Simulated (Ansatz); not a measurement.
# AlCu3 (Immm) in Ansatz: a series of runs

Runs on AlCu3. Level: PBEsol. Tasks: single point.

All numbers are computed with Ansatz 0.2.0; they aren't measurements. Logs are shortened: lines on timing, memory, paths and dates and some standing lists are left out, and cuts for length are marked.

## 1. Starting point

The structure is orthorhombic, space group Immm (No. 71). Conventional cell: a = 4.003 Å, b = 4.166 Å, c = 5.776 Å, α = 90.00°, β = 90.00°, γ = 90.00°. Cu (site symmetry mm2) is surrounded by 4 Al at 2.47 to 2.53 Å and 4 Cu at 2.47 to 2.53 Å. Around Cu (site symmetry mmm) lie 8 Cu at 2.47 to 2.53 Å. Al (site symmetry mmm) has 8 Cu at 2.47 to 2.53 Å as nearest neighbours.

The cell comes from a database or a generator and needn't be the stable form of this composition.

## 2. Single point, PBEsol, 12.04 Å³/atom

Contents of input.yaml:

```yaml
crystal:
  lattice:
    - [-0.0577602198, 2.888010988, 2.888010988]
    - [2.888010988, -0.0577602198, 2.888010988]
    - [2.8302507682, 2.8302507682, 0.0]
  atoms:
    - { symbol: Cu, position: [0.75, 0.75, 0.75] }
    - { symbol: Cu, position: [0.25, 0.25, 0.25] }
    - { symbol: Cu, position: [0.5, 0.5, 0.5] }
    - { symbol: Al, position: [0.0, 0.0, 0.0] }
hamiltonian:
  xc: pbesol
  pseudopotentials: { kind: paw }
kpoints:
  mp_grid: { grid: [7, 7, 7] }
scf:
  occupations: { method: fermi_dirac, width: 0.05 }
output:
  forces: true
  stress: true
  eigenvalues: true
```

Potentials or basis: Ansatz PAW.

Run with:

```bash
ansatz run input.yaml --threads 2 --pin off --max-ram 5632MiB --backend cpu --events-out ev --progress --plain --runs-dir out
```

Standard output:

```text
Warning: RAYON_NUM_THREADS=2 ignored (pool sized by the plan → 2); use --threads N
Engine: ansatz 0.2.0, aarch64-unknown-linux-gnu
Pseudopotentials: kind: paw
Pseudopotential: Cu, paw, valence charge 19, recommended cutoff 420 eV (normal), Cu.paw.azcp
Pseudopotential: Al, paw, valence charge 3, recommended cutoff 420 eV (normal), Al.paw.azcp
Functional definition: PBEsol
  exchange = pbesol_x
  correlation = pbesol_c
Crystal: 4 atoms, lattice volume = 48.156 Å³
Basis set: ecut = 420 eV, 933 PW (Γ), exchange–correlation on 60×60×54 points (8 copies of the dense FFT grid, shifted against one another)
Bands: 36, of which v1, the nominal top of the filled ones, is band 30 counted from 1 (29 counted from 0)
Symmetry: 8 space group operations
Space group: Immm (ITA 71), of the structure as read, at distance tolerance 3.6e-5 Å
k-points: 64 of 343
Non-local potential: Cu, projectors of the file, l = 0: 3, l = 1: 2, l = 2: 3, l = 3: 1
Non-local potential: Al, projectors of the file, l = 0: 2, l = 1: 2, l = 2: 1
PAW form: soft (Blöchl's): semilocal exchange-correlation on the pseudo side does not see the compensation charge
PAW frozen core: Cu, regenerated for the run's functional, and the local potential with it (the file was generated under x = pbe(κ = 0.804, μ = 0.2195149727645171), c = pbe(β = 0.06672455060314922))
PAW frozen core: Al, regenerated for the run's functional, and the local potential with it (the file was generated under x = pbe(κ = 0.804, μ = 0.2195149727645171), c = pbe(β = 0.06672455060314922))
PAW one-centre angular grid: Cu, 590 points (default); XC on 64 Gauss nodes
PAW one-centre angular grid: Al, 110 points (default); XC on 64 Gauss nodes
Initial density: superposition of atomic densities (neutral atoms: chi_scale 0, normalization atom), corrected by the library's trained network
Initial wavefunctions: pseudopotential atomic-orbital guess
Functional: x = pbesol(κ = 0.804, μ = 0.12345679012345678), c = pbesol(β = 0.046)
SCF iter   1: F=—  HF=-20291.588706 eV  |F-HF|=—  |Δ(HF+E_count)|=         —  Δρ=1.36e-2  dr2=4.50e-2  ethr=1.77e-3  ⟨swp⟩=5.5  Hψ=8059  notcnv=0  defer=19
preconditioner: auto → Kerker (q_TF=auto, 2.830 Å⁻¹)  [metal: Δε(μ)=0.056 eV  Ē_g=8.860 eV  σ=0.050 eV  W_gap=0.26  n_scr=14 (ndim 8)  ℏωp=32.1 eV  f_vac=0.000  D(μ)=0.48/eV (n_scr^D=0)]
SCF iter   2: F=—  HF=-20291.578325 eV  |F-HF|=—  |Δ(HF+E_count)|=   1.04e-2  Δρ=9.77e-4  dr2=5.46e-4  ethr=7.50e-5  ⟨swp⟩=2.0  Hψ=4164  notcnv=0  defer=77
SCF iter   3: F=—  HF=-20291.577794 eV  |F-HF|=—  |Δ(HF+E_count)|=   5.31e-4  Δρ=1.43e-3  dr2=6.59e-4  ethr=9.10e-7  ⟨swp⟩=2.0  Hψ=3954  notcnv=0  defer=77
SCF iter   4: F=—  HF=-20291.577570 eV  |F-HF|=—  |Δ(HF+E_count)|=   2.24e-4  Δρ=3.31e-4  dr2=5.58e-5  ethr=9.10e-7  ⟨swp⟩=2.4  Hψ=3137  notcnv=0  defer=77
SCF iter   5: F=—  HF=-20291.577562 eV  |F-HF|=—  |Δ(HF+E_count)|=   8.53e-6  Δρ=2.31e-4  dr2=2.63e-5  ethr=9.31e-8  ⟨swp⟩=2.0  Hψ=3561  notcnv=0  defer=77
SCF iter   6: F=—  HF=-20291.577555 eV  |F-HF|=—  |Δ(HF+E_count)|=   7.11e-6  Δρ=5.85e-5  dr2=1.89e-6  ethr=4.38e-8  ⟨swp⟩=2.5  Hψ=3455  notcnv=0  defer=77
SCF iter   7: F=—  HF=-20291.577555 eV  |F-HF|=—  |Δ(HF+E_count)|=   1.58e-7  Δρ=1.21e-5  dr2=1.09e-7  ethr=3.15e-9  ⟨swp⟩=2.0  Hψ=3370  notcnv=0  defer=77
SCF iter   8: F=-20291.577555 eV  HF=-20291.577555 eV  |F-HF|=4.70e-9  |Δ(HF+E_count)|=   3.49e-8  Δρ=3.55e-6  dr2=6.63e-9  ethr=1.67e-10  ⟨swp⟩=7.0  Hψ=8235  notcnv=0
SCF 1 converged in 8 iterations: F = -20291.577555 eV  dr2 = 6.63e-9
SCF converged after 8 iterations
Free energy (F): -20291.577555 eV
Harris-Foulkes:  -20291.577555 eV  (|F-HF|=4.70e-9)
Internal energy: -20291.573457 eV  (E = F + TS)
E sigma→0 (E₀):  -20291.575506 eV
Entropy (-TS):   -0.004098 eV (-1.025 meV/atom)
Fermi energy:    15.321553 eV
--- Per-component energies (eV) ---
  E_band       = -1157.274755
  E_kinetic    = 926.239078
  E_local      = -13885.863688  (includes V_loc(G=0)·N_el)
  E_nonlocal   = 1181.755842
  E_hartree    = 6173.224465
  E_xc         = -308.812216
  E_vxc        = -378.419413  (∫ρ·V_xc dr)
  E_paw        = -5331.266583  (= ΣΔE_a)
  E_vpaw       = -1347.438107  (= ΣTr[D̂ρ^β])
  E_aug_tail   = 0.000743  (compensation charges beyond the density's cutoff)
  E_ewald      = -9047.488844
  E_core_change = 0.637746  (= ΣΔE_core)
  E_smearing   = -0.004098  (= −TS)
  E_closure    = 0.000000  (closes the sum)
  Σ components = -20291.577555   (vs F -20291.577555, Δ=0.00e0)
--- Forces (eV/Å), atoms counted from 1 ---
  atom   1  Cu     0.00000000     0.00000000     0.00369816
  atom   2  Cu    -0.00000000    -0.00000000    -0.00369816
  atom   3  Cu     0.00000000     0.00000000     0.00000000
  atom   4  Al     0.00000000     0.00000000     0.00000000
  max |Σ_I F_I| component: 4.34e-18 eV/Å
--- Stress (GPa, compression-positive) ---
       -0.579456       5.031047       0.000000
        5.031047      -0.579456       0.000000
        0.000000       0.000000      -0.618108
  P = ⅓ Tr σ = -0.5923 GPa (-5.923 kbar)
--- Band table (eV; the first three rows and the last of 64) ---
  k-point 0: bands = ["-97.6106", "-97.6082", "-97.2902", "-55.1460", "-55.1392", "-55.1362", "-55.1279", "-55.1229", "-55.1133", "-54.8136", "-54.8109", "-54.8055", "4.6143", "10.5594", "10.5702", "10.6272", "10.6477", "10.6715", "11.4285", "11.4846", "11.5354", "12.4877", "12.5074", "12.5561", "12.7020", "12.7024", "12.8259", "12.8349", "18.7663", "18.9026", "19.2661", "19.2757", "19.3775", "19.6222", "20.5073", "21.7434"]
  k-point 1: bands = ["-97.6105", "-97.6083", "-97.2902", "-55.1463", "-55.1393", "-55.1358", "-55.1280", "-55.1226", "-55.1138", "-54.8137", "-54.8108", "-54.8054", "4.9053", "10.5101", "10.5275", "10.5449", "10.8061", "10.8181", "11.4318", "11.4744", "11.5007", "12.3181", "12.3630", "12.3864", "12.7585", "12.7686", "12.8049", "12.8148", "16.7114", "18.0781", "18.2525", "19.4139", "20.0790", "20.1588", "21.1748", "21.4707"]
  k-point 2: bands = ["-97.6101", "-97.6086", "-97.2903", "-55.1460", "-55.1396", "-55.1353", "-55.1288", "-55.1216", "-55.1152", "-54.8141", "-54.8105", "-54.8050", "5.7577", "10.0967", "10.5487", "10.5987", "11.0542", "11.0591", "11.2071", "11.4218", "11.4384", "12.0260", "12.1251", "12.1362", "12.7147", "12.7406", "12.8483", "12.8595", "14.4346", "17.6433", "17.7659", "18.9796", "19.2916", "19.3234", "20.9159", "22.6626"]
  k-point 63: bands = ["-97.6096", "-97.6090", "-97.2904", "-55.1514", "-55.1387", "-55.1353", "-55.1263", "-55.1237", "-55.1115", "-54.8132", "-54.8121", "-54.8040", "8.5156", "8.8553", "9.8503", "10.2979", "11.1654", "11.3607", "11.4260", "11.5245", "11.8571", "12.1533", "12.2215", "12.2639", "12.5146", "12.6388", "12.9464", "12.9761", "13.0149", "13.2417", "13.9251", "17.8129", "18.3089", "25.0256", "25.2534", "25.3197"]
```

Run time: 2.6 s. Hardware: 2 threads of Arm Neoverse V2, shared host; peak memory 0.37 GiB.

Results:

```yaml
Free_energy: -20291.5776 eV
Pressure: -0.6 GPa
Largest_force: 0.004 eV/Å
Band_gap_on_the_k_mesh: none (metal or under the smearing width)
```

Caveat: the PAW data sets come from PBE, with cores solved anew for the run's functional, which leaves a small shift of forces and pressure.

## 3. Single point, PBEsol, 12.04 Å³/atom

Changes to input.yaml since step 2:

```diff
@@ -2,5 +2,5 @@
   lattice:
-    - [-0.0577602198, 2.888010988, 2.888010988]
-    - [2.888010988, -0.0577602198, 2.888010988]
-    - [2.8302507682, 2.8302507682, 0.0]
+    - [-0.0288801099, 2.888010988, 2.888010988]
+    - [2.888010988, -0.0288801099, 2.888010988]
+    - [2.8591308781, 2.8591308781, 0.0]
   atoms:
```

Potentials or basis: Ansatz PAW.

Run with:

```bash
ansatz run input.yaml --threads 2 --pin off --max-ram 5632MiB --backend cpu --events-out ev --progress --plain --runs-dir out
```

Run time: 2.2 s. Hardware: 2 threads of Arm Neoverse V2, shared host; peak memory 0.37 GiB.

It converged, with:

```yaml
Free_energy: -20291.6003 eV
Pressure: -0.8 GPa
Band_gap_on_the_k_mesh: none (metal or under the smearing width)
```

Caveat: the PAW data sets come from PBE, with cores solved anew for the run's functional, which leaves a small shift of forces and pressure.
